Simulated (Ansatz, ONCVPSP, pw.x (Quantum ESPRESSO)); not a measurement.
What a changed setting does to a pw.x run (bcc Os)

Potential: optimised norm-conserving Vanderbilt (ONCV), ONCVPSP 4.0.1, PBE; core [Kr] 4d10 4f14, reference 5s2 5p6 5d6 6s1.5 6p0.5; waves: 5s+6s: rc 1.90 bohr, ncon 4, nbas 9, qcut 5.2 1/bohr, 2 projectors; 5p+6p: rc 2.35 bohr, ncon 5, nbas 8, qcut 6.6 1/bohr, 2 projectors; 5d: rc 1.85 bohr, ncon 4, nbas 9, qcut 7.4 1/bohr, 2 projectors, debl 0.9 Ha; local part: polynomial inside 1.15 bohr (lpopt 5, dvloc0 0 Ha); core correction: Teter function, fcfact 5.25, rcfact 1.75.

The reference run (k-mesh 15³, cutoffs 50/200 Ry, Fermi–Dirac 0.01 Ry, mixing_beta 0.4, conv_thr 1e-9, no spin) gives -4.07 GPa at 14.794 Å³/atom, where all-electron LAPW gives -0.02 GPa. This run, with its own iteration cap, changes k-mesh points per axis to 8.

```
&control
  calculation='scf', prefix='x', pseudo_dir='./', outdir='./tmp', tstress=.true., disk_io='none'
/
&system
  ibrav=0, nat=1, ntyp=1, ecutwfc=50, ecutrho=200, nbnd=16,
  occupations='smearing', smearing='fd', degauss=0.01
/
&electrons
  conv_thr=1e-09, mixing_beta=0.4, electron_maxstep=50
/
ATOMIC_SPECIES
Os 1.0 Os.UPF
CELL_PARAMETERS angstrom
  -1.54647133 1.54647133 1.54647133
  1.54647133 -1.54647133 1.54647133
  1.54647133 1.54647133 -1.54647133
ATOMIC_POSITIONS crystal
Os 0.0000 0.0000 0.0000
K_POINTS automatic
8 8 8 0 0 0
```

```bash
pw.x < Os.scf.in > Os.scf.out
```

Q: How does the run end?

A: It converges in 9 iterations; the free energy moves by -8.2 meV/atom and the pressure by +0.07 GPa.

```
Message from routine setup:
     using ibrav=0 with symmetry is DISCOURAGED, use correct ibrav instead
     lattice parameter (alat)  =       5.0618  a.u.
     unit-cell volume          =      99.8349 (a.u.)^3
     number of electrons       =        16.00
     number of Kohn-Sham states=           16
     kinetic-energy cutoff     =      50.0000  Ry
     charge density cutoff     =     200.0000  Ry
     scf convergence threshold =      1.0E-09
     Exchange-correlation= PBE
     number of k points=    29  Fermi-Dirac smearing, width (Ry)=  0.0100
     iteration #  1     ecut=    50.00 Ry     beta= 0.40
     total energy              =    -221.26753143 Ry
     estimated scf accuracy    <       0.04807794 Ry
     iteration #  2     ecut=    50.00 Ry     beta= 0.40
     total energy              =    -221.27204519 Ry
     estimated scf accuracy    <       0.00323388 Ry
     iteration #  3     ecut=    50.00 Ry     beta= 0.40
     total energy              =    -221.27250221 Ry
     estimated scf accuracy    <       0.00026573 Ry
     iteration #  4     ecut=    50.00 Ry     beta= 0.40
     total energy              =    -221.27252064 Ry
     estimated scf accuracy    <       0.00000894 Ry
     iteration #  5     ecut=    50.00 Ry     beta= 0.40
     total energy              =    -221.27252191 Ry
     estimated scf accuracy    <       0.00000093 Ry
     iteration #  6     ecut=    50.00 Ry     beta= 0.40
     total energy              =    -221.27252210 Ry
     estimated scf accuracy    <       0.00000006 Ry
     iteration #  7     ecut=    50.00 Ry     beta= 0.40
     total energy              =    -221.27252209 Ry
     estimated scf accuracy    <          7.3E-09 Ry
     iteration #  8     ecut=    50.00 Ry     beta= 0.40
     total energy              =    -221.27252210 Ry
     estimated scf accuracy    <          1.7E-09 Ry
     iteration #  9     ecut=    50.00 Ry     beta= 0.40
     the Fermi energy is    24.5512 ev
!    total energy              =    -221.27252210 Ry
     estimated scf accuracy    <          3.3E-12 Ry
     smearing contrib. (-TS)   =      -0.00676013 Ry
     The total energy is F=E-TS. E is the sum of the following terms:
     one-electron contribution =     -25.40379758 Ry
     hartree contribution      =      25.39854749 Ry
     xc contribution           =     -61.86387816 Ry
     ewald contribution        =    -159.39663371 Ry
     convergence has been achieved in   9 iterations
          total   stress  (Ry/bohr**3)                   (kbar)     P=      -40.01
     Message from routine punch:
     Nothing written, as per user request (disk_io='none')
```

The run took about 3.9 s on one core of a shared host (Intel(R) Xeon(R) Platinum 8488C, 192 threads, 744 GiB, load 32).
